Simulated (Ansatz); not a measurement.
# How AlP absorbs and reflects light

What colour and refractive index does AlP have at this level of theory? The cell comes from an older database entry, whose edges can differ from later determinations, mostly by under a per cent.

Calculated with Ansatz 0.2.0; DFT, PBE, plane-wave PAW, default files, scalar-relativistic, independent-particle optical response without local fields.

The database entry behind the starting cell differs from later determinations by our own check (0.1 to 0.3 % short, probably kX units), so it need not match the best structure at ambient conditions.

## 1. Starting point

Symmetry: F-43m, No. 216, cubic system. Conventional cell: a = 5.451 Å, b = 5.451 Å, c = 5.451 Å, α = 90.00°, β = 90.00°, γ = 90.00°. Nearest to P lie 4 Al at 2.36 Å. Nearest to Al lie 4 P at 2.36 Å. Farther neighbours are not listed.

## 2. Ground state and bands

First the ground state: is it a metal or has it a gap?

This step: DFT, PBE, plane-wave PAW, default files, scalar-relativistic, ground state (Ansatz 0.2.0).

The input, input.yaml:

```yaml
crystal:
  lattice:
    - [0.0, 2.7255, 2.7255]
    - [2.7255, 0.0, 2.7255]
    - [2.7255, 2.7255, 0.0]
  atoms:
    - { symbol: P, position: [0.75, 0.75, 0.75] }
    - { symbol: Al, position: [0.0, 0.0, 0.0] }
kpoints:
  mp_grid: { grid: [7, 7, 7] }
  band_path:
    path:
      - [[0.0, 0.0, 0.0], [0.5, 0.0, 0.5], [0.5, 0.25, 0.75], [0.375, 0.375, 0.75], [0.0, 0.0, 0.0], [0.5, 0.5, 0.5], [0.625, 0.25, 0.625], [0.5, 0.25, 0.75], [0.5, 0.5, 0.5], [0.375, 0.375, 0.75]]
      - [[0.625, 0.25, 0.625], [0.5, 0.0, 0.5]]
    npoints: 7
scf:
  occupations: { method: fermi_dirac, width: 0.05 }
  n_extra_bands: 6
hamiltonian:
  xc: pbe
  pseudopotentials: { kind: paw }
output:
  forces: true
  stress: true
  populations: true
  write_bands: true
```

The run is started by

```
ansatz run input.yaml --threads 2 --pin off --max-ram 5120MiB --backend cpu --events-out ev --progress --plain --runs-dir out
```

Numbers of over 12 decimals in the logs are rounded to 6 here.

What it wrote:

```text
scf.n_extra_bands = 6 over 4 filled bands (N_el = 8.0): the run solves 10 bands
Engine: ansatz 0.2.0, aarch64-unknown-linux-gnu
Pseudopotentials: kind: paw
Pseudopotential: P, paw, valence charge 5, recommended cutoff 420 eV (normal), P.paw.azcp
Pseudopotential: Al, paw, valence charge 3, recommended cutoff 420 eV (normal), Al.paw.azcp
Functional definition: PBE
  parameter kappa = 0.804
  parameter beta = 0.066725
  exchange = pbe_x(kappa = kappa, mu = beta*pi^2/3)
  correlation = pbe_c(beta = beta)
Crystal: 2 atoms, lattice volume = 40.492 Å³
Basis set: ecut = 420 eV, 749 PW (Γ), exchange–correlation on 54×54×54 points (8 copies of the dense FFT grid, shifted against one another)
Bands: 10, of which v1, the nominal top of the filled ones, is band 4 counted from 1 (3 counted from 0)
Symmetry: 24 space group operations
Space group: F-43m (ITA 216), of the structure as read, at distance tolerance 3.4e-5 Å
k-points: 20 of 343 (time reversal used)
Non-local potential: P, projectors of the file, l = 0: 2, l = 1: 2, l = 2: 2
Non-local potential: Al, projectors of the file, l = 0: 2, l = 1: 2, l = 2: 1
PAW form: soft (Blöchl's): semilocal exchange-correlation on the pseudo side does not see the compensation charge
PAW one-centre angular grid: P, 110 points (default); XC on 64 Gauss nodes
PAW one-centre angular grid: Al, 110 points (default); XC on 64 Gauss nodes
Initial density: superposition of atomic densities (neutral atoms: chi_scale 0, normalization atom), corrected by the library's trained network
Initial wavefunctions: pseudopotential atomic-orbital guess
Functional: x = pbe(κ = 0.804, μ = 0.219515), c = pbe(β = 0.066725)
SCF iter   1: F=—  HF=-1294.430881 eV  |F-HF|=—  |Δ(HF+E_count)|=         —  Δρ=1.16e-3  dr2=8.50e-4  ethr=1.77e-3  ⟨swp⟩=6.3  Hψ=1700  notcnv=0  defer=1
preconditioner: auto → none  [insulator: Δε(μ)=1.686 eV  Ē_g=11.510 eV  σ=0.050 eV  W_gap=1.00  n_scr=8 (ndim 8)  ℏωp=16.5 eV  f_vac=0.000  D(μ)=0.00/eV (n_scr^D=0)  ε∞_Penn≈3.1]
SCF iter   2: F=—  HF=-1294.430706 eV  |F-HF|=—  |Δ(HF+E_count)|=   1.75e-4  Δρ=3.57e-4  dr2=4.11e-5  ethr=1.06e-5  ⟨swp⟩=2.2  Hψ=447  notcnv=0  defer=6
SCF iter   3: F=—  HF=-1294.430767 eV  |F-HF|=—  |Δ(HF+E_count)|=   6.04e-5  Δρ=1.41e-4  dr2=4.82e-6  ethr=5.14e-7  ⟨swp⟩=2.1  Hψ=250  notcnv=0  defer=6
SCF iter   4: F=—  HF=-1294.430775 eV  |F-HF|=—  |Δ(HF+E_count)|=   8.56e-6  Δρ=3.37e-5  dr2=7.48e-7  ethr=6.02e-8  ⟨swp⟩=2.0  Hψ=252  notcnv=0  defer=6
iter 5 did not close the SCF: its close was put off for the readings that it lacked (scf_convergence_deferred on its scf_iter line)
SCF iter   5: F=-1294.430775 eV  HF=-1294.430775 eV  |F-HF|=6.42e-9  |Δ(HF+E_count)|=   2.81e-7  Δρ=5.87e-6  dr2=1.59e-8  ethr=9.36e-9  ⟨swp⟩=2.6  Hψ=249  notcnv=0  defer=6
SCF iter   6: F=-1294.430775 eV  HF=-1294.430775 eV  |F-HF|=1.40e-9  |Δ(HF+E_count)|=  1.80e-10  Δρ=1.90e-6  dr2=2.14e-9  ethr=1.99e-10  ⟨swp⟩=7.0  Hψ=1156  notcnv=0
SCF 1 converged in 6 iterations: F = -1294.430775 eV  dr2 = 2.14e-9
  greatest PAW one-centre occupation: 0.781 electrons in one spin orbital (limit 2), on the P atom at site 0 (counted from 0), in its partial waves of l = 0
NSCF: frozen V_eff on 72 k-points
SCF converged after 6 iterations
Free energy (F): -1294.430775 eV
Harris-Foulkes:  -1294.430775 eV  (|F-HF|=1.40e-9)
Internal energy: -1294.430775 eV  (E = F + TS)
E sigma→0 (E₀):  -1294.430775 eV
Fermi energy:    5.931066 eV
--- Per-component energies (eV) ---
  E_band       = 5.137052
  E_kinetic    = 94.116531
  E_local      = -81.862434  (includes V_loc(G=0)·N_el)
  E_nonlocal   = 44.713212
  E_hartree    = 24.899899
  E_xc         = -101.673777
  E_vxc        = -90.233788  (∫ρ·V_xc dr)
  E_paw        = -1036.950292  (= ΣΔE_a)
  E_vpaw       = -11.396052  (= ΣTr[D̂ρ^β])
  E_aug_tail   = 0.000001  (compensation charges beyond the density's cutoff)
  E_ewald      = -237.673915
  E_smearing   = -0.000000  (= −TS)
  E_closure    = -0.000000  (closes the sum)
  Σ components = -1294.430775   (vs F -1294.430775, Δ=0.00e0)
--- Forces (eV/Å), atoms counted from 1 ---
  atom   1  P      0.00000000    -0.00000000    -0.00000000
  atom   2  Al    -0.00000000     0.00000000     0.00000000
  max |Σ_I F_I| component: 5.55e-17 eV/Å
--- Stress (GPa, compression-positive) ---
        2.751342      -0.000000      -0.000000
        0.000000       2.751342       0.000000
       -0.000000       0.000000       2.751342
  P = ⅓ Tr σ = 2.7513 GPa (27.513 kbar)
--- Band table (eV; the first three rows and the last of 20) ---
  k-point 0: bands = ["-6.4345", "5.0939", "5.0939", "5.0939", "8.4437", "9.6635", "9.6635", "9.6635", "13.8908", "13.8908"]
  k-point 1: bands = ["-6.2092", "3.5964", "4.9064", "4.9064", "8.8119", "10.0134", "10.0134", "10.4409", "13.3337", "13.3337"]
  k-point 2: bands = ["-5.5915", "1.3884", "4.5715", "4.5715", "8.3176", "10.2253", "10.2253", "12.5563", "13.6678", "13.6678"]
  k-point 19: bands = ["-4.0963", "0.1598", "1.6925", "2.8127", "8.7642", "10.7810", "11.9127", "12.1909", "15.2447", "16.3102"]
--- Löwdin populations: 2 sites ---
  site symbol       q [e]
     0      P      5.3408
     1     Al      2.5993
  spilling = 0.007483 (of n_electrons = 8.000000)
```

The job ended after 1.4 s (2 threads of Arm Neoverse V1, shared host; peak memory 0.27 GiB).

This step gave:

```
free energy                  : -1294.4308 eV
Fermi energy                 : 5.931 eV
gap by band count            : 1.700 eV
electrons                    : 8
symmetry operations          : 24
pressure                     : 2.751 GPa
volume                       : 40.49 Å³
gap on the path              : 1.571 eV
least direct gap on the path : 3.350 eV
```

There is a gap, 1.57 eV on the path, so no carriers' term is needed. The cell is left with a pressure of 2.8 GPa, as it stands unrelaxed at this level.

Electronic bands along the path, in eV, zero at the Fermi level; v1 is the highest filled band, c1 the lowest empty one:

```
          point      v4     v3     v2     v1    c1    c2     c3     c4
              Γ  -12.37  -0.84  -0.84  -0.84  2.51  3.73   3.73   3.73
0.57 of the way  -11.23  -4.23  -2.33  -2.33  1.74  2.83   6.83   6.83
              X  -10.01  -6.16  -2.95  -2.95  0.73  1.63  10.27  10.27
0.57 of the way   -9.98  -5.95  -3.61  -3.42  2.09  3.05   7.39   7.76
              W   -9.96  -5.76  -4.02  -3.66  3.48  5.13   5.30   5.56
0.57 of the way  -10.01  -5.83  -4.20  -3.00  2.27  4.36   6.62   6.98
              K  -10.04  -5.87  -4.27  -2.58  1.59  4.28   7.64   7.92
0.43 of the way  -11.14  -4.71  -3.18  -1.42  3.31  4.76   4.95   5.50
              Γ  -12.37  -0.84  -0.84  -0.84  2.51  3.73   3.73   3.73
0.57 of the way  -11.52  -4.54  -1.36  -1.36  2.39  4.29   4.29   6.62
              L  -10.68  -6.38  -1.60  -1.60  2.00  3.98   3.98   7.45
0.57 of the way  -10.37  -6.03  -3.51  -2.12  2.34  4.84   5.52   6.80
              U  -10.04  -5.87  -4.27  -2.58  1.59  4.28   7.64   7.92
0.43 of the way  -10.01  -5.83  -4.20  -3.00  2.27  4.36   6.62   6.98
              W   -9.96  -5.76  -4.02  -3.66  3.48  5.13   5.30   5.56
0.43 of the way  -10.28  -5.94  -3.71  -2.53  3.15  3.88   6.42   6.69
              L  -10.68  -6.38  -1.60  -1.60  2.00  3.98   3.98   7.45
0.57 of the way  -10.37  -6.03  -3.51  -2.12  2.34  4.84   5.52   6.80
              K  -10.04  -5.87  -4.27  -2.58  1.59  4.28   7.64   7.92
      jump to U  -10.04  -5.87  -4.27  -2.58  1.59  4.28   7.64   7.92
0.43 of the way  -10.00  -6.05  -3.65  -2.82  1.18  2.59   8.92   9.26
              X  -10.01  -6.16  -2.95  -2.95  0.73  1.63  10.27  10.27
```

The electronic bands as a text plot (rows in eV, shown from -8.8 to 6.7 only):

```
    6.4 |  ++          +  + +++       +      +  +   +       +
    5.8 |   +        ++   ++++       +           +++++     +
    5.1 |             +     ++++            +++   ++      ++++
    4.5 |  +         + +++  +++     ++++   ++  +++ ++ +   +
    3.8 |++++                 +++++++   ++++         +++++    +
    3.2 | ++        +++     ++ +++  +            +++++
    2.5 |+  +++    +   +   +      ++ ++    ++   +     ++  ++
    1.9 |    ++++++++   +++            ++++  +++        ++  ++ ++
    1.2 |      +                                              ++
    0.6 |       +++                                             +
   -0.1 |
   -0.7 |**                    ******
   -1.4 | **                ****** * ******            ***
   -2.0 |  ****           **        *     ****       *** ****
   -2.7 |      ****     **    **            * **    * *   *  ****
   -3.3 |   *     ******    **       *          ** * *     *   **
   -4.0 |    **      ***** *  *              ********       ***
   -4.6 |                 * **        *
   -5.3 |      *           *           *
   -5.9 |       ***********             *   **********    *******
   -6.6 |                                ***          ****
   -7.2 |
   -7.9 |
   -8.5 |
         Γ       X    W  K        Γ      L     U  W     L   K|U X
```

## 3. Spectrum

With the density converged, the vertical transitions are summed over the zone.

This step: DFT, PBE, plane-wave PAW, default files, scalar-relativistic, independent-particle optical response without local fields (Ansatz 0.2.0).

input.yaml, the sections that differ from step 2:

```yaml
kpoints:
  mp_grid: { grid: [7, 7, 7] }
scf:
  occupations: { method: fixed }
output:
  optics:
    e_range: [0, 30]
    de: 0.05
    sigma: 0.2
    nscf_kmesh: { grid: [10, 10, 10] }
    bands: auto
# crystal, hamiltonian: as in step 2
```

What it wrote:

```text
[...]
Crystal: 2 atoms, lattice volume = 40.492 Å³
Basis set: ecut = 420 eV, 749 PW (Γ)
Bands: 8, of which v1, the nominal top of the filled ones, is band 4 counted from 1 (3 counted from 0)
Symmetry: 24 space group operations
[...]
k-points: 20 of 343 (time reversal used)
[...]
SCF iter   1: F=—  HF=-1294.430884 eV  |F-HF|=—  |Δ(HF+E_count)|=         —  Δρ=1.16e-3  dr2=8.75e-4  ethr=1.77e-3  ⟨swp⟩=5.2  Hψ=1171  notcnv=0  defer=35
[...]
SCF iter   7: F=-1294.430770 eV  HF=-1294.430770 eV  |F-HF|=2.50e-12  |Δ(HF+E_count)|=  6.18e-11  Δρ=9.31e-8  dr2=4.69e-12  ethr=1.00e-12  ⟨swp⟩=5.2  Hψ=1114  notcnv=0
SCF 1 converged in 7 iterations: F = -1294.430770 eV  dr2 = 4.69e-12
[...]
NSCF: frozen V_eff on 47 k-points
[...]
output.optics: what the bands over the 24 summed would add to eps1, eps2 and the energy-loss function is held between a lower and an upper bound (7 Lanczos steps). eps1, eps2 and their loss function (loss_summed_bands) are given on every row as the summed bands alone make them. Along an axis, on a row where the two bounds hold the loss function to about 1 % of the greater of itself and 0.5 % of |1/eps|, its cell (loss_completed) is given, with the completed eps1 and eps2 that it is formed of (a cell that is left empty reads nan in the table and null in the record). The two bounds hold it so along every axis on 528 of the 550 rows up to 27.450 eV; [rest of the remark cut]
SCF converged after 7 iterations
Free energy (F): -1294.430770 eV
[...]
Internal energy: -1294.430770 eV  (E = F + TS)
E sigma→0 (E₀):  -1294.430770 eV
Fermi energy:    5.093856 eV
[...]
--- Band table (eV; the first three rows and the last of 20) ---
[...]
```

It took 10 s on 2 threads; peak memory 0.4 GiB; 19 s of CPU time.

Read-outs, printed or worked out from the files:

```
electronic dielectric constant ε∞, mean over x, y and z (by symmetry where fewer were run)                                                          : 8.709
absorption onset, first axis (α over 10⁴ cm⁻¹, or the direct gap if that lies higher)                                                               : 3.350 eV
main peak of Im epsilon, first axis                                                                                                                 : 4.515 eV
centre of weight of the strongest loss peak in the window                                                                                           : 17.03 eV
photocurrent from vertical transitions in a film 500 nm thick on a perfect mirror (two passes), AM1.5G, no front reflection, all carriers collected : 0.6742 mA/cm²
least direct gap on the mesh                                                                                                                        : 3.350 eV
bands summed                                                                                                                                        : 24
spectra valid up to                                                                                                                                 : 27.48 eV
program's estimate of the k-sum error in Im epsilon                                                                                                 : 0.09 %
electrons in the f-sum                                                                                                                              : 7.071
```

The Im ε, any direction by photon energy; read off at these points:

photon energy (eV), Im ε, any direction and a bar:
```
      3.0        0.0 
      3.5        1.6 #
      4.0       16.9 ##############
      4.5       35.5 ##############################
      5.0       16.5 ##############
      5.5       16.2 ##############
      6.0       10.1 ########
      6.5        7.1 ######
      7.0        5.2 ####
      7.5        3.9 ###
      8.0        3.1 ###
      8.5        2.4 ##
      9.0        2.1 ##
      9.5        1.5 #
     10.0        1.3 #
     10.5        1.0 #
     11.0        0.7 #
     11.5        0.6 
     12.0        0.5 
     12.5        0.5 
     13.0        0.4 
     13.5        0.3 
     14.0        0.3 
     14.5        0.3 
     15.0        0.3 
     15.5        0.2 
     16.0        0.2 
     16.5        0.2 
     17.0        0.1 
     17.5        0.1 
     18.0        0.1 
     18.5        0.1 
     19.0        0.1 
     19.5        0.1 
     20.0        0.1 
     20.5        0.1 
     21.0        0.1 
     21.5        0.1 
     22.0        0.1 
     22.5        0.0 
     23.0        0.0 
     23.5        0.0 
     24.0        0.0 
     24.5        0.0 
     25.0        0.0 
     25.5        0.0 
     26.0        0.0
```

Table of Re ε, any direction by photon energy:

```csv
photon energy (eV),"Re ε, any direction"
0,8.71
1,9.05
2,10.3
3,14.2
4,25.4
5,-6.51
6,-7.36
7,-5.32
8,-3.99
9,-3.07
10,-2.22
11,-1.67
12,-1.09
13,-0.768
14,-0.450
15,-0.241
16,-0.116
17,0.00850
18,0.134
19,0.232
20,0.327
21,0.394
22,0.451
23,0.499
24,0.547
25,0.577
26,0.625
```

Values under 1 per cm are given as 1. Absorption coefficient, any direction against photon energy:

| photon energy (eV) | absorption coefficient, any direction (1/cm) |
| --- | --- |
| 0 | 1 |
| 1 | 1 |
| 2 | 1 |
| 3 | 53.7 |
| 4 | 6.5e5 |
| 5 | 1.8e6 |
| 6 | 1.9e6 |
| 7 | 1.8e6 |
| 8 | 1.7e6 |
| 9 | 1.7e6 |
| 10 | 1.6e6 |
| 11 | 1.5e6 |
| 12 | 1.3e6 |
| 13 | 1.2e6 |
| 14 | 9.9e5 |
| 15 | 8.3e5 |
| 16 | 6.7e5 |
| 17 | 4.5e5 |
| 18 | 2.6e5 |
| 19 | 1.4e5 |
| 20 | 1.0e5 |
| 21 | 92066 |
| 22 | 85572 |
| 23 | 58342 |
| 24 | 49937 |
| 25 | 53738 |
| 26 | 28206 |

Loss function −Im 1/ε at q → 0, any direction against energy loss; read off at these points:

| energy loss (eV) | loss function −Im 1/ε at q → 0, any direction |
| --- | --- |
| 3.00 | 0 |
| 3.50 | 0.00337 |
| 4.00 | 0.0182 |
| 4.50 | 0.0266 |
| 5.00 | 0.0525 |
| 5.50 | 0.0599 |
| 6.00 | 0.0647 |
| 6.50 | 0.0796 |
| 7.00 | 0.0940 |
| 7.50 | 0.110 |
| 8.00 | 0.122 |
| 8.50 | 0.143 |
| 9.00 | 0.151 |
| 9.50 | 0.168 |
| 10.00 | 0.193 |
| 10.50 | 0.206 |
| 11.00 | 0.219 |
| 11.50 | 0.265 |
| 12.00 | 0.355 |
| 12.50 | 0.435 |
| 13.00 | 0.497 |
| 13.50 | 0.666 |
| 14.00 | 0.961 |
| 14.50 | 1.50 |
| 15.00 | 2.07 |
| 15.50 | 2.69 |
| 16.00 | 3.76 |
| 16.50 | 5.48 |
| 17.00 | 6.86 |
| 17.15 | 7.05 |
| 17.50 | 6.24 |
| 18.00 | 3.65 |
| 18.50 | 2.23 |
| 19.00 | 1.22 |
| 19.50 | 0.773 |
| 20.00 | 0.516 |
| 20.50 | 0.440 |
| 21.00 | 0.344 |
| 21.50 | 0.275 |
| 22.00 | 0.251 |
| 22.50 | 0.190 |
| 23.00 | 0.142 |
| 23.50 | 0.111 |
| 24.00 | 0.101 |
| 24.50 | 0.0907 |
| 25.00 | 0.0965 |
| 25.50 | 0.0447 |
| 26.00 | 0.0432 |

The refractive index n and extinction k by photon energy:

```csv
photon energy (eV),n,k
0,2.95,0
1,3.01,0
2,3.21,0
3,3.77,1.8e-4
4,5.29,1.60
5,2.37,3.48
6,1.60,3.15
7,1.02,2.52
8,0.738,2.13
9,0.561,1.84
10,0.406,1.54
11,0.276,1.32
12,0.241,1.07
13,0.198,0.898
14,0.186,0.696
15,0.234,0.544
16,0.238,0.415
17,0.278,0.262
18,0.393,0.141
19,0.487,0.0735
20,0.574,0.0496
21,0.629,0.0433
22,0.673,0.0384
23,0.707,0.0250
24,0.740,0.0205
25,0.760,0.0212
26,0.791,0.0107
```

(Part 1 of 2 ends here.)

[Logs are printed without paths, hosts, clocks, repeated set-up lines and the standing remarks that a program may print on its own settings, such as how far it seeks lower states.]

[Hosts, paths, dates, database ids (printed as entryN), source tags and the programs' standing remarks are cut or masked in the printed files.]
